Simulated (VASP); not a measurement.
# CdSe (P6_3mc) in VASP: further runs

Runs on CdSe. Level: PBEsol. Tasks: single point, relaxation of cell and atoms.

All numbers are computed with VASP 6.6.1; they aren't measurements. Logs are shortened: lines on timing, memory, paths and dates and some standing lists are left out, and cuts for length are marked.

**Measured values to compare with.**

A printed reference work, data compilation reports, for a bulk crystal of CdSe at 2 K: band gap 1.841 eV.

The runs below are set against these values where they give the same quantity.

## 1. The cell of the first run

The structure is hexagonal, space group P6_3mc (No. 186). The conventional cell has a = 4.302 Å, b = 4.302 Å, c = 7.022 Å, α = 90.00°, β = 90.00°, γ = 120.00°. Within 3.5 Å of Cd (site symmetry 3m) lie 4 Se at 2.63 to 2.64 Å. Se (site symmetry 3m) has 4 Cd at 2.63 to 2.64 Å within 3.5 Å.

## 2. Single point, PBEsol

File INCAR:

```
  PREC = Accurate
  ENCUT = 520
  EDIFF = 1E-6
  ISMEAR = 0
  SIGMA = 0.05
  LREAL = False
  LASPH = True
  NELM = 60
  ALGO = Normal
  ISIF = 2
  LWAVE = False
  LCHARG = True
  GGA = PS
  LELF = True
  LVHAR = True
  NBANDS = 26
```

File KPOINTS:

```
regular mesh
0
Gamma
  10 10 6
```

File POSCAR:

```
CdSe
1.0
    4.3017087156      0.0000000000      0.0000000000
   -2.1508543578      3.7253890274      0.0000000000
    0.0000000000      0.0000000000      7.0219832127
Cd Se
2 2
Direct
    0.6666666667      0.3333333333     -0.0003095309
    0.3333333333      0.6666666667      0.4996904691
    0.6666666667      0.3333333333      0.3753095309
    0.3333333333      0.6666666667      0.8753095309
```

Potentials or basis: VASP PAW PBE potentials, release 64 (Cd, Se).

Command:

```sh
cat potpaw_PBE.64/Cd/POTCAR potpaw_PBE.64/Se/POTCAR > POTCAR
mpirun -np 1 vasp_std > vasp.out
```

OUTCAR:

```text
PREC = Accurate
   ENCUT = 520
   EDIFF = 1E-6
   ISMEAR = 0
   LREAL = False
   LASPH = True
   NELM = 60
   ISIF = 2
   GGA = PS

 ion  position               nearest neighbor table
   1  0.667  0.333  1.000-   4 2.63   4 2.63   4 2.63   3 2.64
   2  0.333  0.667  0.500-   3 2.63   3 2.63   3 2.63   4 2.64
   3  0.667  0.333  0.375-   2 2.63   2 2.63   2 2.63   1 2.64
   4  0.333  0.667  0.875-   1 2.63   1 2.63   1 2.63   2 2.64

  LATTYP: Found a hexagonal cell.
 ALAT       =     4.3017087156
 C/A-ratio  =     1.6323706873

  Lattice vectors:

 A1 = (   4.3017087156,   0.0000000000,   0.0000000000)
 A2 = (  -2.1508543578,   3.7253890274,   0.0000000000)
 A3 = (   0.0000000000,   0.0000000000,   7.0219832127)

Analysis of symmetry for initial positions (statically):
=====================================================================
 Subroutine PRICEL returns:
 Original cell was already a primitive cell.

 Routine SETGRP: Setting up the symmetry group for a
 hexagonal supercell.

 Subroutine GETGRP returns: Found 12 space group operations
 (whereof  6 operations were pure point group operations)
 out of a pool of 24 trial point group operations.

The static configuration has the point symmetry C_3v.
 The point group associated with its full space group is C_6v.

Analysis of symmetry for dynamics (positions and initial velocities):
=====================================================================
 Subroutine PRICEL returns:
 Original cell was already a primitive cell.

 Routine SETGRP: Setting up the symmetry group for a
 hexagonal supercell.

 Subroutine GETGRP returns: Found 12 space group operations
 (whereof  6 operations were pure point group operations)
 out of a pool of 24 trial point group operations.

The dynamic configuration has the point symmetry C_3v.
 The point group associated with its full space group is C_6v.

 Subroutine INISYM returns: Found 12 space group operations
 (whereof  6 operations are pure point group operations),
 and found     1 'primitive' translations

----------------------------------------------------------------------------------------

                                     Primitive cell

  volume of cell :     112.5311

  direct lattice vectors                    reciprocal lattice vectors
     4.301708716  0.000000000  0.000000000     0.232465763  0.134214171  0.000000000
    -2.150854358  3.725389027  0.000000000     0.000000000  0.268428342  0.000000000
     0.000000000  0.000000000  7.021983213     0.000000000  0.000000000  0.142409910

  length of vectors
     4.301708716  4.301708716  7.021983213     0.268428342  0.268428342  0.142409910

  position of ions in fractional coordinates (direct lattice)
     0.666666667  0.333333333  0.999690469
     0.333333333  0.666666667  0.499690469
     0.666666667  0.333333333  0.375309531
     0.333333333  0.666666667  0.875309531

  ion indices of the primitive-cell ions
   primitive index   ion index
                 1           1
                 2           2
                 3           3
                 4           4

----------------------------------------------------------------------------------------

 KPOINTS: regular mesh

Automatic generation of k-mesh.
 Grid dimensions read from file:
 generate k-points for:   10   10    6

 Generating k-lattice:

  Cartesian coordinates                     Fractional coordinates (reciprocal lattice)
     0.023246576  0.013421417  0.000000000     0.100000000  0.000000000  0.000000000
     0.000000000  0.026842834  0.000000000     0.000000000  0.100000000  0.000000000
     0.000000000  0.000000000  0.023734985     0.000000000  0.000000000  0.166666667

  Length of vectors
     0.026842834  0.026842834  0.023734985

  Shift w.r.t. Gamma in fractional coordinates (k-lattice)
     0.000000000  0.000000000  0.000000000

 Subroutine IBZKPT returns following result:
 ===========================================

 Found     56 irreducible k-points:

 Following reciprocal coordinates:
            Coordinates               Weight
  0.000000  0.000000  0.000000      1.000000
  0.100000  0.000000  0.000000      6.000000
  0.200000  0.000000  0.000000      6.000000
  0.300000  0.000000  0.000000      6.000000
  0.400000  0.000000  0.000000      6.000000
  0.500000  0.000000  0.000000      3.000000
[... 16 lines left out ...]
  0.300000  0.100000  0.166667     24.000000
  0.400000  0.100000  0.166667     24.000000
 [... further k-points ...]
   k-points           NKPTS =     56   k-points in BZ     NKDIM =     56   number of bands    NBANDS=     26
   number of dos      NEDOS =    301   number of ions     NIONS =      4
   total plane-waves  NPLWV =  55296
   dimension x,y,z NGX =    32 NGY =   32 NGZ =   54
   dimension x,y,z NGXF=    64 NGYF=   64 NGZF=  108
   ions per type =               2   2
   NGX,Y,Z   is equivalent  to a cutoff of  12.37, 12.37, 12.78 a.u.
   NGXF,Y,Z  is equivalent  to a cutoff of  24.73, 24.73, 25.57 a.u.
 SYSTEM =  unknown system
   PREC   = accura    normal or accurate (medium, high low for compatibility)
   ISTART =      0    job   : 0-new  1-cont  2-samecut
   ICHARG =      2    charge: 1-file 2-atom 10-const
   ISPIN  =      1    spin polarized calculation?
   LNONCOLLINEAR =      F non collinear calculations
   LSORBIT =      F    spin-orbit coupling
   LASPH  =      T    aspherical Exc in radial PAW
   ENCUT  =  520.0 eV  38.22 Ry    6.18 a.u.   8.00  8.00 13.06*2*pi/ulx,y,z
   NELM   =     60;   NELMIN=  2; NELMDL= -5     # of ELM steps
   EDIFF  = 0.1E-05   stopping-criterion for ELM
   LREAL  =      F    real-space projection
   EDIFFG = 0.1E-04   stopping-criterion for IOM
   NSW    =      0    number of steps for IOM
   IBRION =     -1    ionic relax: 0-MD 1-quasi-New 2-CG
   NFREE  =      0    steps in history (QN), initial steepest desc. (CG)
   ISIF   =      2    stress and relaxation
   ISYM   =      2    0-nonsym 1-usesym 2-fastsym
   POTIM  = 0.5000    time-step for ionic-motion
   TEBEG  =    0.0;   TEEND  =   0.0 temperature during run
   PSTRESS=    0.0 pullay stress
   NELECT =      36.0000    total number of electrons
   NUPDOWN=      -1.0000    fix difference up-down
   EMIN   =  10.00;   EMAX   =-10.00  energy-range for DOS
   EFERMI =   0.00;   METHOD = LEGACY
   ISMEAR =     0;   SIGMA  =   0.05  broadening in eV -4-tet -1-fermi 0-gaus
   EFERMI_NEDOS =   21; number of points for ismear=-14 and -15
   IALGO  =     38    algorithm
   IMIX   =      4    mixing-type and parameters
     AMIX     =   0.40;   BMIX     =  1.00
     AMIX_MAG =   1.60;   BMIX_MAG =  1.00
  volume/ion in A,a.u.               =      28.13       189.85
  Fermi-wavevector in a.u.,A,eV,Ry     =   1.119657  2.115844 17.056685  1.253631
  Thomas-Fermi vector in A             =   2.256297
   LORBIT       =      0    0 simple, 1 ext, 2 COOP (PROOUT), +10 PAW based schemes
   GGA     = PS    functional components
   LHFCALC =     F    Hartree Fock is set to
   AEXX    =    0.0000 exact exchange contribution
   IVDW    =     0    specifies the selected vdW correction
   LEPSILON=     F    determine dielectric tensor
   LRPA    =     F    only Hartree local field effects (RPA)
 non-spin polarized calculation
 Gauss-broadening in eV      SIGMA  =   0.05
  energy-cutoff  :      520.00
  volume of cell :      112.53
 maximum number of plane-waves:      3047
 NGX is ok and might be reduce to    32
   NGX = 15   NGY = 15   NGZ = 27

 number of electron      35.9999998 magnetization

 Free energy of the ion-electron system (eV)
  ---------------------------------------------------
  ext. energy  EPLUGINS =         0.00000000
  ---------------------------------------------------
  free energy    TOTEN  =       -12.35215373 eV

  energy without entropy =      -12.35215373  energy(sigma->0) =      -12.35215373

 E-fermi :   1.0666     XC(G=0):  -9.0909

 val. band max:        0.8160573411   @ k =   0.0000   0.0000   0.0000
 cond. band min:       1.3557801583   @ k =   0.0000   0.0000   0.0000
 fundamental gap:      0.5397228172
 Fermi energy:         1.0665996861

 k-point     1 :       0.0000    0.0000    0.0000
  band No.  band energies     occupation
      1     -11.8152      2.00000
      2     -11.4301      2.00000
      3      -7.0913      2.00000
      4      -7.0839      2.00000
      5      -7.0839      2.00000
      6      -7.0153      2.00000
[... 18 lines left out ...]
     25       7.7668      0.00000
     26       8.3968      0.00000

 k-point     2 :       0.1000    0.0000    0.0000
  band No.  band energies     occupation
      1     -11.7835      2.00000
      2     -11.4154      2.00000
      3      -7.0821      2.00000
      4      -7.0724      2.00000
      5      -7.0606      2.00000
      6      -7.0018      2.00000
[... 18 lines left out ...]
     25       8.0058      0.00000
     26       8.2069      0.00000

 k-point     3 :       0.2000    0.0000    0.0000
  band No.  band energies     occupation
      1     -11.6979      2.00000
      2     -11.3788      2.00000
      3      -7.0554      2.00000
      4      -7.0447      2.00000
      5      -6.9951      2.00000
      6      -6.9580      2.00000
[... 18 lines left out ...]
     25       7.8672      0.00000
     26       8.6427      0.00000

 k-point     4 :       0.3000    0.0000    0.0000
  band No.  band energies     occupation
      1     -11.5848      2.00000
      2     -11.3390      2.00000
      3      -7.0279      2.00000
      4      -7.0163      2.00000
      5      -6.9241      2.00000
      6      -6.9072      2.00000
[... 18 lines left out ...]
     25       8.5098      0.00000
     26       8.6983      0.00000
[... 496 lines left out ...]
      1     -11.6059      2.00000
      2     -11.3689      2.00000
      3      -7.0274      2.00000
      4      -7.0228      2.00000
      5      -6.9487      2.00000
      6      -6.9385      2.00000
[... 18 lines left out ...]
     25       8.3534      0.00000
     26       8.7429      0.00000

 k-point    23 :       0.3000    0.1000    0.1667
  band No.  band energies     occupation
      1     -11.5017      2.00000
      2     -11.3333      2.00000
      3      -7.0074      2.00000
      4      -7.0000      2.00000
      5      -6.9056      2.00000
      6      -6.8911      2.00000
[... 18 lines left out ...]
     25       8.4438      0.00000
     26       9.0717      0.00000

 k-point    24 :       0.4000    0.1000    0.1667
  band No.  band energies     occupation
      1     -11.4276      2.00000
      2     -11.3205      2.00000
      3      -7.0008      2.00000
      4      -6.9865      2.00000
      5      -6.8784      2.00000
      6      -6.8644      2.00000
[... 18 lines left out ...]
     25       8.6790      0.00000
     26       9.8181      0.00000

 [... further k-points ...]
[... 5 lines left out ...]
  --------------------------------------------------------------------------------------
  -------------------------------------------------------------------------------------
  Total        0.2323001      0.2323001      0.2429968      0.0000000     -0.0000000      0.0000000
  in kB        3.3074057      3.3074057      3.4597016      0.0000000     -0.0000000      0.0000000
  external PRESSURE =       3.3581710 kB  Pullay stress =       0.0000000 kB

 VOLUME and BASIS-vectors are now :
 -----------------------------------------------------------------------------
  energy-cutoff  :      520.00
  volume of cell :      112.53
      direct lattice vectors                 reciprocal lattice vectors
     4.301708716  0.000000000  0.000000000     0.232465763  0.134214171  0.000000000
    -2.150854358  3.725389027  0.000000000     0.000000000  0.268428342  0.000000000
     0.000000000  0.000000000  7.021983213     0.000000000  0.000000000  0.142409910

 POSITION                                       TOTAL-FORCE (eV/Angst)
 -----------------------------------------------------------------------------------
      2.15085      1.24180      7.01981         0.000000     -0.000000     -0.000709
     -0.00000      2.48359      3.50882        -0.000000      0.000000     -0.000709
      2.15085      1.24180      2.63542         0.000000      0.000000      0.000709
     -0.00000      2.48359      6.14641         0.000000     -0.000000      0.000709
 -----------------------------------------------------------------------------------
    total drift:                               -0.000000     -0.000000      0.000258

  FREE ENERGIE OF THE ION-ELECTRON SYSTEM (eV)
  ---------------------------------------------------
  free  energy   TOTEN  =       -12.3521537259 eV

  energy  without entropy=      -12.3521537259  energy(sigma->0) =      -12.35215373
```

Run time: 87 s. Hardware: 1 thread of Intel Xeon Platinum 8488C (Sapphire Rapids), shared host; peak memory 0.31 GiB.

Results:

```yaml
Free_energy: -12.3522 eV
Pressure: 0.3 GPa
Band_gap_on_the_k_mesh: 0.54 eV, direct
```

Caveat: the PAW data sets were made with another functional, which shifts forces and pressure a little.

## 3. Relaxation of cell and atoms, PBEsol

This run uses another cell than the first one, of 28.34 Å³/atom, 1.008 times its volume.

File INCAR:

```
SYSTEM = CdSe
  PREC = Accurate
  ENCUT = 600
  EDIFF = 1E-7
  ISMEAR = 0
  SIGMA = 0.05
  LREAL = .False.
  LASPH = .True.
  NELM = 100
  ALGO = Normal
  ISIF = 3
  LWAVE = .False.
  LCHARG = .False.
  GGA = PS
  IBRION = 2
  NSW = 80
  EDIFFG = -0.01
```

File KPOINTS:

```
Automatic mesh
0
Gamma
  10 10 6
  0 0 0
```

File POSCAR:

```
CdSe
1.0
    4.3127807497      0.0000000000      0.0000000000
   -2.1563903749      3.7349776902      0.0000000000
    0.0000000000      0.0000000000      7.0385064835
Cd Se
2 2
Direct
    0.6666666667      0.3333333333      0.0000000000
    0.3333333333      0.6666666667      0.5000000000
    0.6666666667      0.3333333333      0.3750000000
    0.3333333333      0.6666666667      0.8750000000
```

Potentials or basis: VASP PAW PBE potentials, release 64 (Cd, Se).

Command:

```sh
cat potpaw_PBE.64/Cd/POTCAR potpaw_PBE.64/Se/POTCAR > POTCAR
mpirun -np 1 vasp_std > vasp.out
```

Run time: 2.6 min. Hardware: 1 thread of Intel Xeon Platinum 8488C (Sapphire Rapids), shared host; peak memory 0.37 GiB.

Results (log left out):

* Free energy: -12.3530 eV
* Relaxed volume: 28.27 Å³/atom
* Relaxed cell: a = 4.307 Å, b = 4.307 Å, c = 7.039 Å, α = 90.00°, β = 90.00°, γ = 120.00°
* Space group after relaxing (to 0.05 Å): P6_3mc (No. 186)
* Energy gained by relaxing: 0.0 meV/atom
* Ionic steps: 2
* Pressure after relaxing: 0.0 GPa
* Band gap on the k mesh: 0.53 eV, direct

Forces on the atoms (eV/Å):
```
Cd   0.000  0.000 -0.003
Cd   0.000  0.000 -0.003
Se   0.000  0.000  0.003
Se   0.000  0.000  0.003
```

Step by step:
```tsv
step	energy change (eV)	largest force (eV/Å)	pressure (GPa)	volume (Å³)
1	0.0000	0.0236	-0.10	113.38
2	-0.0002	0.0028	0.03	113.09
```

Final structure:
```
Cd Se
1.0
     4.30719    0.00000    0.00000
    -2.15359    3.73013    0.00000
     0.00000    0.00000    7.03905
Cd Se
2 2
Direct
  0.66667 0.33333 0.99984
  0.33333 0.66667 0.49984
  0.66667 0.33333 0.37516
  0.33333 0.66667 0.87516
```

Levels at points of the mesh, in eV from the valence-band top:
```
           k point  band 16  band 17  band 18  band 19  band 20  band 21
(0.00, 0.00, 0.00)    -0.06     0.00     0.00     0.53     2.10     5.78
(0.50, 0.00, 0.00)    -1.87    -1.36    -0.76     3.11     3.23     4.65
(0.00, 0.00, 0.50)    -0.40    -0.40    -0.40     2.27     2.27     5.73
(0.50, 0.00, 0.50)    -1.38    -1.36    -1.36     2.82     2.82     4.75
```

Caveat: the PAW data sets were made with another functional, which shifts forces and pressure a little.

## 4. How close it comes

Step 2. Against the measured gap of CdSe, 1.841 eV (2 K; a printed reference work, data compilation), the calculated 0.54 eV is off by -1.30 eV. So large a miss can be the level of theory's own, or it may mean another phase, state or a wrong row. Spin-orbit coupling on Cd, Se is left out. The value is that of PBEsol, without temperature or zero-point motion. Semilocal functionals fall short of measured gaps as a rule.
